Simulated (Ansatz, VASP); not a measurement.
## One calculation of CuI, two programs

File INCAR:

```
  ALGO = Normal
  EDIFF = 1E-6
  ENCUT = 520
  GGA = CA
  ISIF = 2
  ISMEAR = -1
  LASPH = True
  LCHARG = False
  LREAL = False
  LWAVE = False
  NBANDS = 26
  NELM = 80
  PREC = Accurate
  SIGMA = 0.02
```

KPOINTS

```
k-points
0
Gamma
  5 5 6
```

Contents of POSCAR:

```
CuI
1.0
    3.7331675900     -3.7110863700      0.0000000000
    3.7331675900      3.7110863700      0.0000000000
    0.0000000000      0.0000000000      4.3500676467
Cu I
2 2
Direct
    0.4204388300      0.5795611700      0.7500000000
    0.5795611700      0.4204388300      0.2500000000
    0.7700426800      0.2299573200      0.7500000000
    0.2299573200      0.7700426800      0.2500000000
```

Input for Ansatz:

```yaml
crystal:
  lattice:
    - [3.73316759, -3.71108637, 0.0]
    - [3.73316759, 3.71108637, 0.0]
    - [0.0, 0.0, 4.3500676467]
  atoms:
    - { symbol: Cu, position: [0.42043883, 0.57956117, 0.75] }
    - { symbol: Cu, position: [0.57956117, 0.42043883, 0.25] }
    - { symbol: I, position: [0.77004268, 0.22995732, 0.75] }
    - { symbol: I, position: [0.22995732, 0.77004268, 0.25] }
kpoints:
  mp_grid: { grid: [5, 5, 6] }
  band_path:
    path:
      - [0.0, 0.0, 0.0]
      - [0.5, 0.5, 0.0]
      - [0.4970513089, 0.5029486911, 0.0]
      - [-0.4970513089, 0.4970513089, 0.0]
      - [0.0, 0.0, 0.0]
      - [0.0, 0.0, 0.5]
      - [-0.4970513089, 0.4970513089, 0.5]
      - [0.4970513089, 0.5029486911, 0.5]
      - [0.5, 0.5, 0.5]
    npoints: 5
scf:
  occupations: { method: fermi_dirac, width: 0.02 }
hamiltonian:
  xc: lda
  pseudopotentials: { kind: all_electron, lapw: { basis_error: 0.0005 } }
output:
  forces: true
  stress: true
  eigenvalues: true
```

Change from the starting cell: zz strain of +1 %.

Alike in both runs: task single point; functional LDA; k mesh 5 × 5 × 6; occupations fermi-dirac, width 0.02 eV; no spin polarisation.

|  | VASP | Ansatz |
| --- | --- | --- |
| version | VASP 6.6.1 | Ansatz 0.2.0 |
| potentials or method | VASP PAW LDA potentials, release 64 (Cu, I) | all-electron LAPW, scalar-relativistic |
| plane-wave cutoff (eV) | 520 | see its input |

Ansatz gave:

- gap on the k mesh at the Fermi level (eV): 0.87
- pressure (GPa): -3.5
- largest component of the traceless stress (GPa): 2.29
- rms of the force components (eV/Å): 0.190

Which values does VASP return?

gap on the k mesh at the Fermi level (eV): 0.90; pressure (GPa): -3.6; largest component of the traceless stress (GPa): 2.17; rms of the force components (eV/Å): 0.184.

Atom by atom the forces differ by 0.009 eV/Å (rms over components). Ansatz ran all-electron here, so the differences hold the error of VASP's frozen core and of both bases.

Caveats: spin-orbit coupling is left out, which moves the levels of the heavy elements; an odd mesh through Γ misses points on the zone boundary, where band edges often lie.
